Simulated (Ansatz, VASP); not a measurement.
**Al in VASP and in Ansatz**

INCAR

```
  PREC = Accurate
  ENCUT = 520
  EDIFF = 1E-6
  ISMEAR = 0
  SIGMA = 0.1
  LREAL = F
  LASPH = T
  NELM = 80
  ALGO = Normal
  ISIF = 2
  LWAVE = F
  LCHARG = F
  GGA = PE
  NBANDS = 8
```

KPOINTS

```
regular mesh
0
Gamma
  10 10 10
```

POSCAR

```
Al
1.0
    0.0000000000      2.0580044253      2.0580044253
    2.0580044253      0.0000000000      2.0580044253
    2.0580044253      2.0580044253      0.0000000000
Al
1
Direct
    0.0000000000      0.0000000000      0.0000000000
```

Input for Ansatz:

```yaml
crystal:
  lattice:
    - [0.0, 2.0580044252604996, 2.0580044252604996]
    - [2.0580044252604996, 0.0, 2.0580044252604996]
    - [2.0580044252604996, 2.0580044252604996, 0.0]
  atoms:
    - { symbol: Al, position: [0.0, 0.0, 0.0] }
basis:
  ecutwfc: 500.0
kpoints:
  mp_grid:
    grid: [10, 10, 10]
hamiltonian:
  xc: pbe
  pseudopotentials:
    kind: paw
scf:
  occupations:
    method: gaussian
    width: 0.1
output:
  stress: true
```

Alike in both runs: task single point; functional PBE; k mesh 10 × 10 × 10; occupations gaussian, width 0.1 eV; no spin polarisation.

|  | VASP | Ansatz |
| --- | --- | --- |
| version | VASP 6.6.1 | Ansatz 0.2.0 |
| potentials or method | VASP PAW PBE potentials, release 64 (Al) | plane waves, PAW |
| plane-wave cutoff (eV) | 520 | 500 |
| valence electrons in the cell | 3 | 3 |

Ansatz gave:

- pressure (GPa): -3.4

What did VASP give for the same quantities?

Pressure (GPa): -3.5.
